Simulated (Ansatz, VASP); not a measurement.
**Sb in VASP and in Ansatz**

File INCAR:

```
SYSTEM = Sb
PREC = Accurate ; ENCUT = 520
EDIFF = 1E-7 ; ISMEAR = -1
SIGMA = 0.1 ; LREAL = .False.
LASPH = .True. ; NELM = 80
ALGO = Normal ; ISIF = 2
LWAVE = .False. ; LCHARG = .False.
GGA = CA ; NBANDS = 8
```

File KPOINTS:

```
regular mesh
0
Gamma
  12 12 12
  0 0 0
```

POSCAR

```
Sb
1.0
    2.9975381331      0.0000000000      0.0000000000
    0.0000000000      2.9975381331      0.0000000000
    0.0000000000      0.0000000000      2.9975381331
Sb
1
Direct
    0.0000000000      0.0000000000      0.0000000000
```

Input for Ansatz:

```yaml
crystal:
  lattice:
    - [2.9975381331, 0.0, 0.0]
    - [0.0, 2.9975381331, 0.0]
    - [0.0, 0.0, 2.9975381331]
  atoms:
    - { symbol: Sb, position: [0.0, 0.0, 0.0] }
hamiltonian:
  xc: lda
  pseudopotentials:
    kind: paw
    azcp:
      Sb: "pseudopotentials/Sb.paw.azcp"
basis:
  ecutwfc: 420
  fft_grid_basis: typed
kpoints:
  mp_grid: { grid: [12, 12, 12], shift: [0, 0, 0] }
magnetization:
  spin_polarized: false
scf:
  occupations: { method: fermi_dirac, width: 0.1 }
  lower_state_search: "off"
output:
  stress: true
  write_density: true
  write_potential: true
  elf: true
  volumetric_format: npy
```

Alike in both runs: task single point; functional LDA; k mesh 12 × 12 × 12; occupations fermi-dirac, width 0.1 eV; no spin polarisation.

|  | VASP | Ansatz |
| --- | --- | --- |
| version | VASP 6.6.1 | Ansatz 0.2.0 |
| potentials or method | VASP PAW LDA potentials, release 64 (Sb) | plane waves (420 eV) with PAW, scalar-relativistic |
| plane-wave cutoff (eV) | 520 | 420 |
| valence electrons in the cell | 5 | 15 |

|  | VASP | Ansatz | Ansatz less VASP |
| --- | --- | --- | --- |
| pressure (GPa) | 3.4 | 3.1 | -0.32 |

The two sets of potentials don't hold the same shells in valence. Ansatz warned: «pseudo_functional_mismatch».

The runs have no spin-orbit coupling, so splittings on Sb are missing.
